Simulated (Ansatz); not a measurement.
## WC (Qusongite) in Ansatz: the effect of strain

Crystal: WC (Qusongite).

```xyz
2
Lattice="2.7902 0.0000 0.0000 -1.3951 2.4164 0.0000 0.0000 0.0000 2.8366" Properties=species:S:1:pos:R:3 pbc="T T T"
W     0.0000    0.0000    0.0000
C     1.3951    0.8055    1.4183
```

Alike in all runs:

| Item | Value |
| --- | --- |
| Program | Ansatz 0.2.0 |
| Task | single point |
| Functional | PBE |
| Potentials or basis | Ansatz PAW |
| Cutoff | 420 eV (not typed: the program's choice for these potentials) |
| k mesh | 9 × 9 × 8 |
| Occupations | fermi-dirac, width 0.05 eV |
| Spin | no spin polarisation |
| Kind of strain | biaxial |

| strain | pressure (GPa) |
| --- | --- |
| -0.04 | ? |
| -0.02 | 22.9 |
| -0.01 | 13.9 |
| 0 | 5.7 |
| 0.01 | -1.8 |
| 0.02 | -8.5 |
| 0.04 | -20.0 |

What does the run with strain -0.04 give?

Pressure 43.9 GPa.

Worked out: A parabola through the other rows of the pressure, of slope -1070 GPa per unit of strain there, extrapolates to 42.9 GPa, against the run's 43.9.
